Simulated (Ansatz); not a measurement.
Runs of Ansatz 0.2.0 on CdSe (Cadmoselite). Symmetry: P6_3mc, No. 186, hexagonal system. The conventional cell has a = 4.300 Å, b = 4.300 Å, c = 7.020 Å, α = 90.00°, β = 90.00°, γ = 120.00°. Cd (site symmetry 3m) is surrounded by 4 Se at 2.61 to 2.70 Å. Around Se (site symmetry 3m) lie 4 Cd at 2.61 to 2.70 Å. 

| task | level | potentials or basis | spin | cell | k mesh | cutoff (eV) | smearing | points for each segment of the path | atoms under strain | gap on the mesh (eV) | pressure (GPa) | largest force (eV/Å) |
| --- | --- | --- | --- | --- | --- | --- | --- | --- | --- | --- | --- | --- |
| relaxation of cell and atoms | RPBE | Ansatz PAW | off | relaxed | 7 × 7 × 4 | 420 | fermi-dirac 0.05 eV | - | - | 0.62 | 0.0 | - |
| band structure | LDA | Ansatz PAW | SOC, no magnetisation | as given | 7 × 7 × 4 | 420 | fermi-dirac 0.05 eV | 14 | - | (c) | -1.8 | 0.25 |
| single point | PBE | Ansatz PAW | off | as given | 7 × 7 × 4 | 250 | fermi-dirac 0.05 eV | - | - | 0.71 | (a) | (b) |
| elastic constants | PBE | Ansatz PAW | off | as given | 6 × 6 × 3 | 420 | fixed | - | relaxed | 0.67 | 2.9 | - |
| band structure | SVWN5 | Ansatz PAW | off | as given | 7 × 7 × 4 | 420 | fermi-dirac 0.05 eV | 14 | - | 0.43 | -1.8 | 0.25 |

Question: Estimate the missing entries.

Answer: (a) 3.0; (b) 0.23; (c) 0.31.

Caveats: odd divisions of the mesh miss points on the zone boundary, where band edges often lie, so the gap on the mesh can be too wide (some runs); the PAW data sets come from PBE, with cores solved anew for the run's functional, which leaves a small shift of forces and pressure (some runs); the plane-wave basis is chosen anew once the cell has moved, so the energies of steps on either side of that aren't comparable (some runs); the pressure holds a Pulay correction of +43.0 GPa for the finite cutoff (some runs); the cutoff lies under the one recommended for these potentials (some runs).

A k mesh can miss the band edges, and rows without SOC leave out spin-orbit coupling on Cd, Se.
